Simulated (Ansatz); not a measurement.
Set up this calculation in Ansatz 0.2.0, as the native input.

```yaml
Task: relaxation of cell and atoms
Functional: PBEsol
Potentials_or_basis: Ansatz PAW
Cutoff: "420 eV (not typed: the program's choice for these potentials)"
k_mesh: 11 × 11 × 6
Occupations: fermi-dirac, width 0.05 eV
Spin: no spin polarisation
Target_pressure: 5 GPa
Target_pressure_GPa: 5
```

Pt:

```xyz
2
Lattice="2.7607 0.0000 0.0000 -1.3803 2.3908 0.0000 0.0000 0.0000 4.7921" Properties=species:S:1:pos:R:3 pbc="T T T"
Pt    0.0000    1.5939    1.1980
Pt    1.3803    0.7969    3.5941
```

This isn't the form of Pt at room conditions, which is fcc.

The input as run:

input.yaml

```yaml
crystal:
  lattice:
    - [2.7606656158, 0.0, 0.0]
    - [-1.3803328079, 2.3908065546, 0.0]
    - [0.0, 0.0, 4.792134]
  atoms:
    - { symbol: Pt, position: [0.3333333333, 0.6666666667, 0.25] }
    - { symbol: Pt, position: [0.6666666667, 0.3333333333, 0.75] }
hamiltonian:
  xc: pbesol
  pseudopotentials: { kind: paw }
kpoints:
  mp_grid: { grid: [11, 11, 6] }
scf:
  occupations: { method: fermi_dirac, width: 0.05 }
output:
  forces: true
  stress: true
  eigenvalues: true
relax:
  f_tol: 0.01
  max_steps: 40
  cell: { stress_tol: 0.05, p_target: 5.0 }
```

Potentials or basis: Ansatz PAW.

Launch:

```sh
$ ansatz run input.yaml --threads 2 --pin off --max-ram 5632MiB --backend cpu --events-out ev --progress --plain --runs-dir out
```

Results of the run:

The relaxed volume is 14.88 Å³/atom, the relaxed cell is a = 2.718 Å, b = 2.718 Å, c = 4.650 Å, α = 90.00°, β = 90.00°, γ = 120.00° and the space group after relaxing (to 0.05 Å) is P6_3/mmc (No. 194). The energy change on relaxing (the enthalpy is what falls) is -20.0 meV/atom. The ionic steps are 6. The pressure after relaxing is 5.0 GPa and the band gap on the k mesh is none (metal or under the smearing width).

Caveat: the plane-wave basis is chosen anew once the cell has moved, so the energies of steps on either side of that aren't comparable; the PAW data sets come from PBE, with cores solved anew for the run's functional, which leaves a small shift of forces and pressure.

Run time: 7.2 s on 2 threads of Intel(R) Xeon(R) Platinum 8375C CPU @ 2.90GHz (Ice Lake) (shared host), peak memory 0.39 GiB.
